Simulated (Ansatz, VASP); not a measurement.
## Two plane-wave programs on CuO

```
Cu O
1.0
     1.99097   -2.15355    0.00000
     1.99097    2.15355    0.00000
     0.00000    0.00000    5.15593
Cu O
2 2
Cartesian
  0.9955 1.0768 0.0000
  1.9910 0.0000 3.8669
  1.9910 0.0000 1.2890
  0.9955 -1.0768 2.5780
```

Change from the starting cell: input fault: two atoms' positions swapped.

Alike in both runs: task single point; functional PBE; k mesh 14 × 14 × 8; occupations gaussian, width 0.1 eV; no spin polarisation.

```csv
,VASP,Ansatz
version,VASP 6.6.1,Ansatz 0.2.0
potentials or method,"VASP PAW PBE potentials, release 64 (Cu, O)","scalar-relativistic, plane waves, PAW"
plane-wave cutoff (eV),520,420
valence electrons in the cell,34,50
```

VASP gave:

- gap on the k mesh at the Fermi level (eV): none
- rms of the force components (eV/Å): 3.535

Q: What did Ansatz give for the same quantities?

A: gap on the k mesh at the Fermi level (eV): none; rms of the force components (eV/Å): 3.570.

Atom by atom the forces differ by 0.064 eV/Å (rms over components). A gap of «none» marks a metal or a gap that the smearing closes. The two sets of potentials don't hold the same shells in valence.

Caveats: the run has no spin polarisation, though such a crystal can be magnetic; semilocal functionals often make such compounds metallic where correlation or magnetic order opens a gap, which also shifts bond lengths; forces of over 1 eV/Å show positions far from the minimum, so gaps and moduli don't describe the material at rest.
